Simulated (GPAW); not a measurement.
Runs of GPAW 26.7.0 on Co. The structure is hexagonal, space group P6_3/mmc (No. 194). The conventional cell has a = 2.472 Å, b = 2.472 Å, c = 4.021 Å, α = 90.00°, β = 90.00°, γ = 120.00°. Around Co (site symmetry -6m2) lie 12 Co at 2.47 Å. 

| task | level | potentials or basis | U | cell | cutoff (eV) | maxiter | optimizer | fmax | max steps | target pressure | other keys | gap on the mesh (eV) | pressure (GPa) | moment (μB) |
| --- | --- | --- | --- | --- | --- | --- | --- | --- | --- | --- | --- | --- | --- | --- |
| relaxation of cell and atoms | revPBE+D3 | the program's PAW data sets (release 1.2.1) made for this functional, pw | - | relaxed | 600 | 150 | FIRE | 0.02 eV/Å | 40 | - | - | none | 0.1 | (c) |
| single point | PBE | GPAW PAW data sets (gpaw-data 1.2.1), pw | - | as given | 500 | 80 | - | - | - | - | several, not listed | none | -2.5 | 3.07 |
| relaxation of cell and atoms | RPBE+D4 | the program's PAW data sets (release 1.2.1) made for this functional, pw | - | relaxed to 2 GPa | 600 | 150 | FIRE | 0.02 eV/Å | 100 | 2 GPa | - | none | 2.2 | 3.07 |
| band structure | SOGGA | PAW data sets generated in the run's folder for this functional, pw | - | as given | 600 | 150 | - | - | - | - | - | - | -6.8 | 3.07 |
| band structure | LDA+U | the program's PAW data sets (release 1.2.1) made for this functional, pw | Co d U = 7 eV | as given | 600 | 150 | - | - | - | - | - | - | (b) | 4.01 |
| band structure | LDA | the program's PAW data sets (release 1.2.1) made for this functional, pw | - | as given | 600 | 150 | - | - | - | - | - | - | -14.7 | 3.04 |
| band structure | BP86 | PAW data sets generated in the run's folder for this functional, pw | - | as given | 600 | 150 | - | - | - | - | - | - | 3.7 | (a) |

Alike in all rows: spin collinear, ferromagnetic start; k mesh 9 × 9 × 5; smearing fermi-dirac 0.05 eV.

Q: Estimate the missing entries.

A: (a) 3.05; (b) -1.2; (c) 3.06.

Caveats: each step starts from the last one's moments, so a moment once lost doesn't come back (some runs); later steps reuse the first step's grids (some runs); pairwise dispersion overbinds metals, which lowers pressure and volume (some runs); the cutoff is short for stress and forces, so pressures can be off by a GPa or more (some runs); the U is typed as a test and isn't derived for this compound (some runs).

A gap of «none» marks a metal or a gap under the smearing width.
